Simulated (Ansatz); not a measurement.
CaO built on the zincblende prototype at its r2SCAN geometry, in Ansatz 0.2.0. One r2SCAN run serves as the base. The settings are then varied one at a time, some on purpose to values that make no sense. Doubtful ones may also carry a cap on iterations. All numbers are computed, and spin polarisation is off unless an edit sets a moment.

Base input:
```yaml
crystal:
  lattice:
    - [0.0, 2.6067317416, 2.6067317416]
    - [2.6067317416, 0.0, 2.6067317416]
    - [2.6067317416, 2.6067317416, 0.0]
  atoms:
    - { symbol: Ca, position: [0.0, 0.0, 0.0] }
    - { symbol: O, position: [0.25, 0.25, 0.25] }
kpoints:
  mp_grid: { grid: [6, 6, 6] }
hamiltonian:
  xc: r2scan
scf:
  occupations: { method: fixed }
  n_extra_bands: 4
output:
  forces: true
  stress: true
  eigenvalues: true
```

Base results:
```
Basis set: ecut = 500 eV, 893 PW (Γ)
Symmetry: 24 space group operations
Space group: F-43m (ITA 216)
k-points: 16 of 216 (time reversal used)
SCF converged after 6 iterations
Free energy (F): -2393.596462 eV
Fermi energy:    4.327761 eV
--- Stress (GPa, compression-positive) ---
       -0.031109       0.000000       0.000000
        0.000000      -0.031109       0.000000
        0.000000       0.000000      -0.031109
  P = ⅓ Tr σ = -0.0311 GPa (-0.311 kbar)
--- Band table (eV; the first three rows and the last of 16) ---
  k-point 0: bands = […, -14.2918, -14.2918, -11.4178, 3.7125, 3.7125, 3.7125, 8.0874, 12.9848, 12.9848, 14.6278]
  k-point 1: bands = […, -14.3055, -14.3055, -11.1962, 3.4671, 3.7849, 3.7849, 8.9838, 12.7162, 12.7162, 14.2305]
  k-point 2: bands = […, -14.3328, -14.3328, -10.8447, 3.3058, 3.9151, 3.9151, 10.4185, 12.6535, 12.6535, 13.5967]
  k-point 15: bands = […, -14.4893, -14.4348, -10.4747, 3.2520, 4.0043, 4.3278, 9.7203, 11.4145, 13.6352, 14.2943]
```
The gap over this mesh is 3.760 eV.

Run as `ansatz run input.yaml --threads 4 --pin off --max-ram 3686MiB --backend cpu --events-out ev --progress --plain --runs-dir out`. It took 0.85 s on 4 threads of Arm Neoverse V1 (shared host); peak host memory 0.36 GiB.

Question: The input is altered as follows. How does the run end?
```yaml
scf:
  occupations: { method: methfessel_paxton, width: 0.2 }
```

Answer: Energy, stress and gap stay within 1 meV an atom, 0.1 GPa and 0.005 eV of the base. The width is small against the gap, so it doesn't matter.

Question: The input is altered as follows. How does the run end?
```yaml
hamiltonian:
  dispersion: d4
```

Answer: The free energy moves by -51 meV an atom, the mean stress by -0.52 GPa and the gap on the mesh by 0.000 eV (to 3.760). D4, pair terms with charge-dependent coefficients and a three-body term, adds to energy, forces and stress after the SCF and leaves the bands alone.
```
SCF converged after 6 iterations
Free energy (F): -2393.698477 eV
Fermi energy:    4.327761 eV
--- Stress (GPa, compression-positive) ---
       -0.554810       0.000000       0.000000
        0.000000      -0.554810       0.000000
        0.000000       0.000000      -0.554810
  P = ⅓ Tr σ = -0.5548 GPa (-5.548 kbar)
```

Question: What happens with this change?
```yaml
scf:
  mixing: { ndim: 1 }
  max_iter: 74
```

Answer: It converges in 16 iterations against the base's 6. This key steers the way to the solution, not the solution: the results stay as they were.
